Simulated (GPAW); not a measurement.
# SiC (P6_3mc): G0W0 with GPAW, start to end, part 2 of 2

How does a plane-wave GW calculation on SiC (P6_3mc) run from the first input to the gap?

GPAW 26.7.0; PBE and many-body steps on it, plane waves. Known limits of the many-body steps: not at the basis limit; coarse k mesh.

So far. Step 3 (Bands along the symmetry lines): The gap is 2.219 eV, −0.114 eV from the run before at this level. Step 4 (Empty states on the mesh, 3×3×2 mesh, 108 bands): On this mesh the gap is 3.003 eV. The earlier step found 2.333 eV, so this mesh misses an edge.

### 5. Screening and self-energy, 3×3×2 mesh, 98 bands, screening to 65 eV

G0W0 replaces the xc potential by the self-energy, built once from these orbitals. Only a window of levels is corrected, while the sums run over the empty bands that the input names.

This step: G0W0 on PBE, plane waves, PAW.

run.py reads:

```python
import json
import numpy as np
from gpaw.mpi import world
from gpaw.response.g0w0 import G0W0

gw = G0W0('full.gpw',
    filename='gw',
    kpts=[0, 2],
    bands=(14, 18),
    ecut=65,
    nbands=98,
    integrate_gamma='WS',
    ppa=True)
gw.calculate()
res = {mode: {k: v for k, v in r.items() if k != 'sigma_eskwn'}
       for mode, r in gw.all_results.items()}

if world.rank == 0:
    with open('result.json', 'w') as f:
        json.dump(res, f, default=lambda x: x.tolist())
```

Started as:

```console
mpirun -n 4 gpaw python run.py
```

Numbers of over 12 decimals in the logs are rounded to 6 here.

The program printed:

```text
Using integrator: PointIntegrator
FrequencyGridDescriptor(from 0.000+0.000j to 0.000+27.211j eV, 2 points)
Nonperiodic BCs:  [False False False]
Using integrator: PointIntegrator
FrequencyGridDescriptor(from 0.000+0.000j to 0.000+27.211j eV, 2 points)
Nonperiodic BCs:  [False False False]
  ___  _ _ _
 |   || | | |
 | | || | | |
 |__ ||_____|
 |___|

BZ k-points: Symmetries present (total): 6

  [... matrices ...]
18 k-points: 3 x 3 x 2 Monkhorst-Pack grid + [0.000000,0.000000,1/4]
6 k-points in the irreducible part of the Brillouin zone
       k-points in crystal coordinates                weights
   0:     0.00000000    0.00000000    0.00000000          1/18
   1:     0.00000000    0.00000000    0.50000000          1/18
   2:     0.33333333    0.00000000    0.00000000          6/18
   3:     0.33333333    0.00000000    0.50000000          6/18
   4:     0.33333333    0.33333333    0.00000000          2/18
   5:     0.33333333    0.33333333    0.50000000          2/18

Distributing spins, k-points and bands (1 x 2 x 4) over 4 processes
Number of blocks: 1

Quasi particle states:
k-points (IBZ indices): [0, 2]
Band range: (14, 18)
  [... matrices ...]
Computational parameters:
Plane wave cut-off: 65 eV
Number of bands: 98
Coulomb cutoff: None
Broadening: 0.1 eV

fxc modes: GW
Kernel: RPA
Using Godby-Needs plasmon-pole approximation:
  Fitting energy: i*E0, E0 = 1.000 Hartree
Summing all q:

Calculating screened Coulomb potential
No Coulomb truncation
FrequencyGridDescriptor(from 0.000+0.000j to 0.000+27.211j eV, 2 points)
Removing empty qpoint cache files...

Calculating chi0 body with:
    Ground state adapter containing:
    Number of spins: 1
    Number of kpoints: 18
    Number of irreducible kpoints: 6
    Number of completely occupied states: 16
    Number of partially occupied states: 16
    Occupied states memory: 4.74609375 M / cpu

    Linear response parametrization:
    q_c: [0.0, 0.0, 0.0]
    Number of frequency points: 2
    Planewave cutoff: 65.0
    Number of bands: 98
    Number of planewaves: 85
    Broadening (eta): 1e-06
    comm.size: 4
    kncomm.size: 4
    blockcomm.size: 1

    Memory estimate of potentially large arrays:
        chi0_wGG: 0.220490 M / cpu
Integrating chi0 body.

Symmetries of q_c:
    Direct symmetries (Uq -> q): 6
    Indirect symmetries (TUq -> q): 6
In total 12 allowed symmetries.

  [... matrices ...]
6 groups of equivalent kpoints. 66.666667% reduction.

Integral kind: response function
Integrating chi0 head and wings.

Symmetries of q_c:
    Direct symmetries (Uq -> q): 6
    Indirect symmetries (TUq -> q): 6
In total 12 allowed symmetries.

  [... matrices ...]
6 groups of equivalent kpoints. 66.666667% reduction.

Integral kind: response function wings

Calculating chi0 body with:
    Ground state adapter containing:
    Number of spins: 1
    Number of kpoints: 18
    Number of irreducible kpoints: 6
    Number of completely occupied states: 16
    Number of partially occupied states: 16
    Occupied states memory: 4.74609375 M / cpu

[... the further q-points ...]

Results:
f:      Occupation numbers
eps:     KS-eigenvalues [eV]
vxc:     KS vxc [eV]
exx:     Exact exchange [eV]
sigma:   Self-energies [eV]
dsigma:  Self-energy derivatives
Z:       Renormalization factors
qp:      QP-energies [eV]

k-point 0 (0): (0.000, 0.000, 0.000)                GW
band       f     eps     vxc     exx   sigma  dsigma       Z      qp
                                                                   GW
  14   1.000   8.354 -15.781 -18.689   2.955  -0.244   0.804   8.391
  15   1.000   8.354 -15.780 -18.689   2.955  -0.244   0.804   8.391
  16   0.000  13.470 -14.475  -8.809  -4.392  -0.227   0.815  14.509
  17   0.000  14.053 -14.449  -8.646  -4.493  -0.229   0.813  15.119

k-point 1 (2): (0.333, 0.000, 0.000)                GW
band       f     eps     vxc     exx   sigma  dsigma       Z      qp
                                                                   GW
  14   1.000   6.982 -15.170 -18.000   2.747  -0.244   0.804   6.915
  15   1.000   7.509 -15.696 -18.854   3.069  -0.247   0.802   7.438
  16   0.000  11.357 -12.144  -7.271  -3.983  -0.213   0.825  12.091
  17   0.000  11.594 -11.857  -7.022  -3.962  -0.214   0.824  12.314
```

Wall time 20 s (4 MPI ranks of Intel Xeon Platinum 8375C at 2.90GHz (Ice Lake), shared host); peak memory 1.2 GiB; 79 s of CPU time.

Numbers from this step:

```yaml
g0w0_gap_on_the_points_computed: 3.700 eV
least_direct_g0w0_gap_on_the_computed_points: 4.653 eV
z_at_the_valence_top: 0.8039
z_at_the_conduction_bottom: 0.8246
starting_gap_on_the_mesh: 3.003 eV
k_of_the_valence_top: 0, 0, 0
k_of_the_conduction_bottom: 0.3333, 0, 0
```

The gap on the mesh goes from 3.00 eV to 3.70 eV, a correction of +0.70 eV. The start differs from the 2.33 eV found before because the two sample other k points.

Limits: finite bands, cutoff and mesh; coarse k mesh. v1 is the top filled band, c1 the lowest empty one. The levels before and after the correction (eV, zero at the valence-band top of each column):

|  | conduction bottom | valence top |
| --- | --- | --- |
| Kohn-Sham | 3.00 | 0.00 |
| G0W0 | 3.70 | 0.00 |

|  | level | energy (eV) |
| --- | --- | --- |
| Kohn-Sham | Γ v2-v1 | 0.000 |
| Kohn-Sham | Γ c1 | 5.116 |
| Kohn-Sham | Γ c2 | 5.699 |
| Kohn-Sham | (0.333 0 0) v2 | -1.373 |
| Kohn-Sham | (0.333 0 0) v1 | -0.845 |
| Kohn-Sham | (0.333 0 0) c1 | 3.003 |
| Kohn-Sham | (0.333 0 0) c2 | 3.240 |
| G0W0 | Γ v2-v1 | 0.000 |
| G0W0 | Γ c1 | 6.117 |
| G0W0 | Γ c2 | 6.727 |
| G0W0 | (0.333 0 0) v2 | -1.476 |
| G0W0 | (0.333 0 0) v1 | -0.953 |
| G0W0 | (0.333 0 0) c1 | 3.700 |
| G0W0 | (0.333 0 0) c2 | 3.922 |

### 6. Where the time went

Times are wall times on 4 MPI ranks of Intel Xeon Platinum 8375C at 2.90GHz (Ice Lake), shared host, good to a factor of about two.

| step | time | share | memory (GiB) |
| --- | --- | --- | --- |
| ground state | 25 s | 22 % | 0.84 |
| bands along the symmetry lines | 48 s | 42 % | 0.96 |
| empty states on the mesh | 22 s | 19 % | 0.8 |
| screening and self-energy | 20 s | 17 % | 1.2 |

### 7. What came out

```json
{"PBE gap": "2.22 eV, indirect", "G0W0 gap on the mesh": "3.70 eV", "G0W0 gap over the zone (rigid shift)": "2.92 eV", "GW settings": "3×3×2 mesh, 98 bands, screening to 65 eV, Godby-Needs plasmon pole", "known limits": "not at the basis limit; coarse k mesh"}
```

**Reading.** G0W0 moves the gap on the mesh from 3.00 eV to 3.70 eV (+0.70 eV), with Z of 0.80 and 0.82 at the edges. The mesh misses the band edges by 0.78 eV in all; a rigid shift gives 2.92 eV for the zone. Only 2 of the mesh's irreducible points were corrected, so a valley elsewhere could overtake. The dearest step here is «bands along the symmetry lines». Against experiment, by G0W0@PBE: the gap of 2.92 eV lies −0.28 eV from the measured 3.2 eV (kind not stated, quoted 2020); the gap of 2.92 eV lies −0.34 eV from the measured 3.26 eV (kind not stated, quoted 2020); the gap of 2.92 eV lies −0.37 eV from the measured 3.285 eV (kind not stated, quoted 2018). The calculation has static nuclei and no excitons; a measured gap holds zero-point and thermal motion, which mostly lowers it. Bands and cutoff are finite, so the gap is not at the basis limit. The miss can reach some tenths of an eV and take either sign; the mesh is an error of its own. These stock PAW sets were not made for GW. In the G0W0 run levels were corrected at 2 k points alone, so a gap called «on the mesh» is the least over those, and an edge elsewhere would be missed. A denser mesh or path gives a starting gap of 2.22 eV: the GW mesh misses a band edge, so its gaps are not the fundamental one. The 3×3×2 mesh is coarse for this cell, which bears on the long-range parts of exchange and screening.

[Paths, hosts, dates, memory and timing lines, banners, echoed tables and standing remarks are left out of the program output.]

[Logs are printed without paths, hosts, clocks, repeated set-up lines and the standing remarks that a program may print on its own settings, such as how far it seeks lower states.]

[Runs of the session that timed out or met a known fault of the program may be left out.]

[Hosts, paths, dates, database ids (printed as entryN), source tags and the programs' standing remarks are cut or masked in the printed files.]
